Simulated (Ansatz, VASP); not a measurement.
# GaP in two plane-wave programs

One calculation is typed for both programs; each brings its own data sets. How far apart do they land? The cell is taken from a series of runs on this material, whose earlier steps may have relaxed, scaled, displaced or heated it; both programs get it as it stands.

Program: Ansatz 0.2.0. Level of theory: plane waves, with VASP 6.6.1 beside it; single point at LDA. Results are calculated unless marked as measured.

### 1. Set-up

The structure is orthorhombic, space group Imm2 (No. 44). The conventional cell has a = 3.777 Å, b = 3.877 Å, c = 5.341 Å, α = 90.00°, β = 90.00°, γ = 90.00°. Nearest to Ga lie 4 P at 2.32 to 2.34 Å. Nearest to P lie 4 Ga at 2.32 to 2.34 Å. Farther neighbours are not listed.

As a file:

```
Ga P
1.0
    -1.88850   -2.67074    1.93861
     1.88850   -2.67074    1.93861
     0.00000    0.00000    3.87721
Ga P
1 1
Direct
  0.99809 0.99809 0.00191
  0.75191 0.75191 0.74809
```

### 2. VASP: single point, LDA, pair 1

A single point gives forces, pressure and levels at one fixed geometry, so differences don't come from the geometry; what else differs is listed under the comparison.

Lines of VASP's logs that name or quote its potential files are left out, and so is its time.

The input, INCAR:

```
SYSTEM = GaP
PREC = Accurate
ENCUT = 500
EDIFF = 1E-06
NELM = 120
ISMEAR = -1
SIGMA = 0.02
LREAL = .FALSE.
ALGO = Normal
GGA = PW92
NBANDS = 15
LORBIT = 11
LWAVE = .FALSE.
LCHARG = .FALSE.
ISIF = 2
LASPH = .TRUE.
GGA_COMPAT = .FALSE.
EFERMI = MIDGAP
```

The input, POSCAR:

```
GaP
1.0
   -1.8885019048     -2.6707449982      1.9386050141
    1.8885019048     -2.6707449982      1.9386050141
    0.0000000000      0.0000000037      3.8772100231
Ga P
1 1
Direct
    0.9980944282      0.9980944282      0.0019055718
    0.7519055718      0.7519055718      0.7480944282
```

The input, KPOINTS:

```
Automatic mesh
0
Gamma
8 8 8
0 0 0
```

Potentials, in the order of the species: Ga_d and P (LDA family, release 64).

Started as:

```bash
> mpirun -np 1 vasp_std
```

Numbers of over 12 decimals in the logs are rounded to 6 here.

The program printed:

```text
[banner, memory and clock lines left out]
running    1 mpi-ranks, on    1 nodes
 distrk:  each k-point on    1 cores,    1 groups
 distr:  one band on    1 cores,    1 groups

 POSCAR found type information on POSCAR GaP
 POSCAR found :  2 types and       2 ions
|                                                                             |
|               ----> ADVICE to this user running VASP <----                  |
|                                                                             |
|     You enforced a specific xc type in the INCAR file but a different       |
|     [... a line on the potential file left out ...]
|     I HOPE YOU KNOW WHAT YOU ARE DOING!                                     |
|                                                                             |

 LDA part: xc-table for (Slater(with rela. corr.)+PW92), standard interpolation
 POSCAR, INCAR and KPOINTS ok, starting setup
 FFT: planning ... GRIDC
 FFT: planning ... GRID_SOFT
 FFT: planning ... GRID
 WAVECAR not read
 entering main loop
       N       E                     dE             d eps       ncg     rms          rms(c)
DAV:   1     0.787574122468E+02    0.78757E+02   -0.89752E+03  2946   0.170E+03
DAV:   2    -0.449124702174E+01   -0.83249E+02   -0.79448E+02  3228   0.316E+02
DAV:   3    -0.106695617539E+02   -0.61783E+01   -0.61527E+01  3508   0.687E+01
DAV:   4    -0.107739787045E+02   -0.10442E+00   -0.10438E+00  3626   0.971E+00
DAV:   5    -0.107761331571E+02   -0.21545E-02   -0.21542E-02  3651   0.121E+00    0.449E+00
DAV:   6    -0.104951206725E+02    0.28101E+00   -0.38823E-01  4464   0.113E+01    0.290E+00
DAV:   7    -0.104439735670E+02    0.51147E-01   -0.95833E-02  3779   0.227E+00    0.107E+00
DAV:   8    -0.104393580494E+02    0.46155E-02   -0.12481E-02  3664   0.130E+00    0.214E-01
DAV:   9    -0.104393170502E+02    0.40999E-04   -0.10596E-03  4234   0.427E-01    0.636E-02
DAV:  10    -0.104393136169E+02    0.34333E-05   -0.53996E-05  4393   0.911E-02    0.249E-02
DAV:  11    -0.104393197107E+02   -0.60938E-05   -0.91993E-06  3737   0.444E-02    0.785E-03
DAV:  12    -0.104393194661E+02    0.24455E-06   -0.59112E-07  2475   0.884E-03
   1 F= -.10439319E+02 E0= -.10439319E+02  d E =-.192276E-14
```

OUTCAR, selected parts (step 2):

```text
ion  position               nearest neighbor table
   1  0.998  0.998  0.002-   2 2.32   2 2.32   2 2.34   2 2.34
   2  0.752  0.752  0.748-   1 2.32   1 2.32   1 2.34   1 2.34

  LATTYP: Found a body centered orthorhombic cell.
 ALAT       =     3.7770038096
 B/A-ratio  =     1.0265306096
 C/A-ratio  =     1.4142135590

 Subroutine GETGRP returns: Found  4 space group operations
 (whereof  4 operations were pure point group operations)

The static configuration has the point symmetry C_2v.

 Found     95 irreducible k-points:

   k-points           NKPTS =     95   k-points in BZ     NKDIM =     95   number of bands    NBANDS=     15

   dimension x,y,z NGX =    28 NGY =   28 NGZ =   28
   dimension x,y,z NGXF=    56 NGYF=   56 NGZF=   56

   ENCUT  =  500.0 eV  36.75 Ry    6.06 a.u.   6.93  6.93  7.07*2*pi/ulx,y,z

   NELECT =      18.0000    total number of electrons

 k-points in reciprocal lattice and weights: Automatic mesh
   0.00000000  0.00000000  0.00000000       0.002
   0.12500000  0.00000000 -0.00000000       0.008
   0.25000000  0.00000000 -0.00000000       0.008
   0.37500000 -0.00000000  0.00000000       0.008
   0.50000000  0.00000000 -0.00000000       0.004
   0.12500000  0.12500000 -0.00000000       0.004
   0.25000000  0.12500000  0.00000000       0.008
   0.37500000  0.12500000 -0.00000000       0.008
   0.50000000  0.12500000  0.00000000       0.008
[...]
0.25000000  0.25000000  0.50000000       0.004
  -0.25000000  0.25000000  0.50000000       0.004

 average (electrostatic) potential at core
       1 -66.2581       2 -84.2960

 E-fermi :   5.5247

 k-point     1 :       0.0000    0.0000    0.0000
  band No.  band energies     occupation
    ...
      5      -9.7959      2.00000
      6      -7.9016      2.00000
      7       4.7448      2.00000
      8       4.9136      2.00000
      9       4.9529      2.00000
     10       6.7593      0.00000
     11       8.5157      0.00000
     12       8.6728      0.00000
     13       8.8246      0.00000
     14      13.5284      0.00000
    ...

 k-point     2 :       0.1250    0.0000   -0.0000
  band No.  band energies     occupation
    ...
      5      -9.7960      2.00000
      6      -7.6854      2.00000
      7       3.2814      2.00000
      8       4.4881      2.00000
      9       4.6714      2.00000
     10       7.2473      0.00000
     11       8.8991      0.00000
     12       9.0934      0.00000
     13       9.4180      0.00000
     14      13.8810      0.00000
    ...

 k-point     3 :       0.2500    0.0000   -0.0000
  band No.  band energies     occupation
    ...
      5      -9.7947      2.00000
      6      -7.0701      2.00000
      7       0.9429      2.00000
      8       4.0165      2.00000
      9       4.2021      2.00000
     10       6.8695      0.00000
     11       9.4256      0.00000
     12       9.6082      0.00000
     13      11.2946      0.00000
     14      13.6731      0.00000
    ...

  Total        0.4133574      0.1995374     -0.4851555      0.0000000     -0.0000000      0.0000000
  in kB       16.9331264      8.1740224    -19.8743255      0.0000000     -0.0000000      0.0000000
  external PRESSURE =       1.7442744 kB  Pullay stress =       0.0000000 kB

  energy-cutoff  :      500.00
  volume of cell :       39.11
      direct lattice vectors                 reciprocal lattice vectors
    -1.888501905 -2.670744998  1.938605014    -0.264760125 -0.187213680  0.000000000
     1.888501905 -2.670744998  1.938605014     0.264760125 -0.187213680  0.000000000
     0.000000000  0.000000004  3.877210023     0.000000000  0.187213680  0.257917418

 POSITION                                       TOTAL-FORCE (eV/Angst)
 -----------------------------------------------------------------------------------
      0.00000     -5.33131      3.87721         0.000000      0.000053     -0.000000
      0.00000     -4.01630      5.81582         0.000000     -0.000053      0.000000
 -----------------------------------------------------------------------------------
    total drift:                               -0.000000     -0.000071     -0.000001

  FREE ENERGIE OF THE ION-ELECTRON SYSTEM (eV)
  ---------------------------------------------------
  free  energy   TOTEN  =       -10.4393194661 eV

  energy  without entropy=      -10.4393194661  energy(sigma->0) =      -10.43931947

 total charge
# of ion       s       p       d       tot
------------------------------------------
    1        0.878   0.897  10.018  11.793
    2        1.023   1.536   0.000   2.558
--------------------------------------------------
tot          1.900   2.433  10.018  14.351

[... 3 further parts left out ...]
```

The run ends at a pressure of 0.17 GPa.

### 3. Ansatz: single point, LDA, pair 1

Ansatz runs on its default PAW (the set named soft_2) files.

The same cell, functional (in two slightly different forms), mesh and smearing now go to Ansatz, which takes its cutoff from its data sets.

The input, input.yaml:

```yaml
crystal:
  lattice:
    - [-1.8885019048, -2.6707449982, 1.9386050141]
    - [1.8885019048, -2.6707449982, 1.9386050141]
    - [0.0, 3.7e-09, 3.8772100231]
  atoms:
    - { symbol: Ga, position: [-0.0019055718, -0.0019055718, 0.0019055718] }
    - { symbol: P, position: [0.7519055718, 0.7519055718, 0.7480944282] }
kpoints:
  mp_grid: { grid: [8, 8, 8] }
hamiltonian:
  xc: lda
scf:
  occupations: { method: fermi_dirac, width: 0.02 }
  n_extra_bands: 4
output:
  eigenvalues: true
  forces: true
  stress: true
```

Started as:

```bash
> ansatz run input.yaml --threads 8 --pin off --max-ram 18432MiB --backend cpu --events-out ev --progress --plain --runs-dir out
```

The program printed:

```text
scf.n_extra_bands = 4 over 9 filled bands (N_el = 18.0): the run solves 13 bands
Engine: ansatz 0.2.0, x86_64-unknown-linux-gnu
Pseudopotentials: kind: paw
Pseudopotential: Ga, paw, valence charge 13, recommended cutoff 420 eV (normal), Ga.paw.azcp
Pseudopotential: P, paw, valence charge 5, recommended cutoff 420 eV (normal), P.paw.azcp
Functional definition: SPW92
  exchange = slater_x
  correlation = pw_c
Crystal: 2 atoms, lattice volume = 39.111 Å³
Basis set: ecut = 420 eV, 757 PW (Γ)
Bands: 13, of which v1, the nominal top of the filled ones, is band 9 counted from 1 (8 counted from 0)
Symmetry: 4 space group operations
Space group: Imm2 (ITA 44), of the structure as read, at distance tolerance 3.4e-5 Å
k-points: 95 of 512 (time reversal used)
Non-local potential: Ga, projectors of the file, l = 0: 2, l = 1: 2, l = 2: 3, l = 3: 1
Non-local potential: P, projectors of the file, l = 0: 2, l = 1: 2, l = 2: 2
PAW form: soft (Blöchl's): semilocal exchange-correlation on the pseudo side does not see the compensation charge
PAW frozen core: Ga, regenerated for the run's functional, and the local potential with it (the file was generated under x = pbe(κ = 0.804, μ = 0.219515), c = pbe(β = 0.066725))
PAW frozen core: P, regenerated for the run's functional, and the local potential with it (the file was generated under x = pbe(κ = 0.804, μ = 0.219515), c = pbe(β = 0.066725))
PAW one-centre angular grid: Ga, 590 points (default); XC on 64 Gauss nodes
PAW one-centre angular grid: P, 110 points (default); XC on 64 Gauss nodes
Initial density: superposition of atomic densities (neutral atoms: chi_scale 0, normalization atom), corrected by the library's trained network
Initial wavefunctions: pseudopotential atomic-orbital guess
Functional: x = slater, c = lda
SCF iter   1: F=—  HF=-4433.764647 eV  |F-HF|=—  |Δ(HF+E_count)|=         —  Δρ=6.33e-3  dr2=1.55e-2  ethr=1.77e-3  ⟨swp⟩=6.4  Hψ=8353  notcnv=0
preconditioner: auto → none  [insulator: Δε(μ)=1.088 eV  Ē_g=15.652 eV  σ=0.020 eV  W_gap=1.00  n_scr=14 (ndim 8)  ℏωp=25.2 eV  f_vac=0.009  D(μ)=0.00/eV (n_scr^D=0)  ε∞_Penn≈3.6]
SCF iter   2: F=—  HF=-4433.759115 eV  |F-HF|=—  |Δ(HF+E_count)|=   5.53e-3  Δρ=3.13e-3  dr2=1.61e-3  ethr=8.63e-5  ⟨swp⟩=3.0  Hψ=2764  notcnv=0
SCF iter   3: F=—  HF=-4433.758690 eV  |F-HF|=—  |Δ(HF+E_count)|=   4.25e-4  Δρ=9.71e-4  dr2=2.79e-4  ethr=8.97e-6  ⟨swp⟩=2.0  Hψ=2470  notcnv=0
SCF iter   4: F=—  HF=-4433.758581 eV  |F-HF|=—  |Δ(HF+E_count)|=   1.09e-4  Δρ=3.69e-4  dr2=2.34e-5  ethr=1.55e-6  ⟨swp⟩=2.0  Hψ=2322  notcnv=0
SCF iter   5: F=—  HF=-4433.758578 eV  |F-HF|=—  |Δ(HF+E_count)|=   3.36e-6  Δρ=1.87e-5  dr2=9.56e-8  ethr=1.30e-7  ⟨swp⟩=3.0  Hψ=2116  notcnv=0
SCF iter   6: F=-4433.758578 eV  HF=-4433.758578 eV  |F-HF|=4.47e-9  |Δ(HF+E_count)|=   1.07e-8  Δρ=4.07e-6  dr2=7.44e-9  ethr=5.31e-10  ⟨swp⟩=3.9  Hψ=6283  notcnv=0
SCF 1 converged in 6 iterations: F = -4433.758578 eV  dr2 = 7.44e-9
  greatest PAW one-centre occupation: 0.994 electrons in one spin orbital (limit 2), on the Ga atom at site 0 (counted from 0), in its partial waves of l = 2
SCF converged after 6 iterations
Free energy (F): -4433.758578 eV
Harris-Foulkes:  -4433.758578 eV  (|F-HF|=4.47e-9)
Internal energy: -4433.758578 eV  (E = F + TS)
E sigma→0 (E₀):  -4433.758578 eV
Fermi energy:    7.937568 eV
--- Per-component energies (eV) ---
  E_band       = -58.034520
  E_kinetic    = 187.744408
  E_local      = -2182.702906  (includes V_loc(G=0)·N_el)
  E_nonlocal   = 462.048609
  E_hartree    = 1008.581416
  E_xc         = -130.684861
  E_vxc        = -120.378697  (∫ρ·V_xc dr)
  E_paw        = -2452.767956  (= ΣΔE_a)
  E_vpaw       = -421.910133  (= ΣTr[D̂ρ^β])
  E_aug_tail   = -0.000125  (compensation charges beyond the density's cutoff)
  E_ewald      = -1327.822992
  E_core_change = 1.845831  (= ΣΔE_core)
  E_smearing   = -0.000000  (= −TS)
  E_closure    = -0.000000  (closes the sum)
  Σ components = -4433.758578   (vs F -4433.758578, Δ=0.00e0)
--- Forces (eV/Å), atoms counted from 1 ---
  atom   1  Ga     0.00000000    -0.00001776     0.00000000
  atom   2  P     -0.00000000     0.00001665    -0.00000000
  max |Σ_I F_I| component: 1.10e-6 eV/Å
--- Stress (GPa, compression-positive) ---
        1.662132       0.000000       0.000000
        0.000000       0.788647      -0.000000
        0.000000      -0.000000      -2.014389
  P = ⅓ Tr σ = 0.1455 GPa (1.455 kbar)
--- Band table (eV; the first three rows and the last of 95) ---
  k-point 0: bands = [... 5 lower, -5.4989, 7.1580, 7.3265, 7.3652, 9.1455, 10.9206, 11.0770, 11.2290]
  k-point 1: bands = [... 5 lower, -5.2919, 5.5110, 7.0459, 7.1170, 9.8179, 11.3344, 11.5750, 11.6468]
  k-point 2: bands = [... 5 lower, -4.7040, 3.1925, 6.6217, 6.6515, 9.5065, 11.9126, 12.0377, 13.5916]
  k-point 94: bands = [... 5 lower, -2.2974, 0.3302, 4.2315, 4.5584, 8.5076, 8.9888, 17.8978, 18.0269]
```

The run ends at a pressure of 0.15 GPa.

### 4. Comparison

Known differences besides the potentials themselves: the cutoff is 420 eV in Ansatz and 500 eV in VASP; VASP's log shows a relativistic correction to its local exchange, Ansatz's none. Total energies have different zeros and are not compared.

Compared:

| quantity | Ansatz | VASP | difference |
| --- | --- | --- | --- |
| pressure (GPa) | 0.15 | 0.17 | -0.03 |
| gap on the k mesh (eV) | 1.142 | 1.144 | -0.001 |

A gap on the mesh is an upper bound, since the band edges may lie between its points.

### 5. VASP: single point, LDA, pair 2

With cell and atoms fixed, the geometry can't cause a difference; cores, projectors, grids and the points listed under the comparison can. The cell compared in this pair holds 39.29 Å³, against 39.11 Å³ for the pair before.

INCAR is that of step 2.

The input, POSCAR:

```
GaP
1.0
   -1.8885019048     -2.6707449981      1.9473645642
    1.8885019048     -2.6707449981      1.9473645642
    0.0000000000      0.0000000037      3.8947291234
Ga P
1 1
Direct
    0.9977928295      0.9977928295      0.0022071705
    0.7522071705      0.7522071705      0.7477928295
```

KPOINTS is that of step 2.

Started as:

```bash
> mpirun -np 1 vasp_std
```

The program printed:

```text
[banner, memory and clock lines left out]
running    1 mpi-ranks, on    1 nodes
[...]
[... a notice as in an earlier step ...]

 LDA part: xc-table for (Slater(with rela. corr.)+PW92), standard interpolation
 POSCAR, INCAR and KPOINTS ok, starting setup
[...]
entering main loop
       N       E                     dE             d eps       ncg     rms          rms(c)
DAV:   1     0.775652272717E+02    0.77565E+02   -0.89839E+03  2985   0.168E+03
DAV:   2    -0.468572001536E+01   -0.82251E+02   -0.78494E+02  3235   0.313E+02
DAV:   3    -0.106671519658E+02   -0.59814E+01   -0.59597E+01  3459   0.674E+01
DAV:   4    -0.107697823298E+02   -0.10263E+00   -0.10259E+00  3629   0.956E+00
[...]
DAV:  10    -0.104367582522E+02    0.31224E-05   -0.53677E-05  4390   0.891E-02    0.254E-02
DAV:  11    -0.104367643347E+02   -0.60824E-05   -0.91733E-06  3714   0.442E-02    0.781E-03
DAV:  12    -0.104367640938E+02    0.24090E-06   -0.62315E-07  2433   0.891E-03
   1 F= -.10436764E+02 E0= -.10436764E+02  d E =-.602636E-14
```

From OUTCAR (step 5):

```text
  Total        0.3778241      0.1268380     -0.6721365      0.0000000     -0.0000000      0.0000000
  in kB       15.4078874      5.1725283    -27.4101230      0.0000000     -0.0000000      0.0000000
  external PRESSURE =      -2.2765691 kB  Pullay stress =       0.0000000 kB

 POSITION                                       TOTAL-FORCE (eV/Angst)
 -----------------------------------------------------------------------------------
      0.00000     -5.32970      3.89473         0.000000      0.000012     -0.000000
      0.00000     -4.01791      5.84209         0.000000     -0.000012      0.000000
 -----------------------------------------------------------------------------------
    total drift:                               -0.000000     -0.000139     -0.000001

  FREE ENERGIE OF THE ION-ELECTRON SYSTEM (eV)
  ---------------------------------------------------
  free  energy   TOTEN  =       -10.4367640938 eV

  energy  without entropy=      -10.4367640938  energy(sigma->0) =      -10.43676409

[... 1 part as in an earlier step ...]

[... 2 further parts left out ...]
[key lines of the parts left out:]
E-fermi :   5.4650
```

The run ends at a pressure of -0.23 GPa.

(Continued in part 2 of 2.)

[Lines on the potential files, build, host, timing and source positions are cut from VASP's logs without a mark.]

[Logs are printed without paths, hosts, clocks, repeated set-up lines and the standing remarks that a program may print on its own settings, such as how far it seeks lower states.]

[Hosts, paths, dates, database ids (printed as entryN), source tags and the programs' standing remarks are cut or masked in the printed files.]
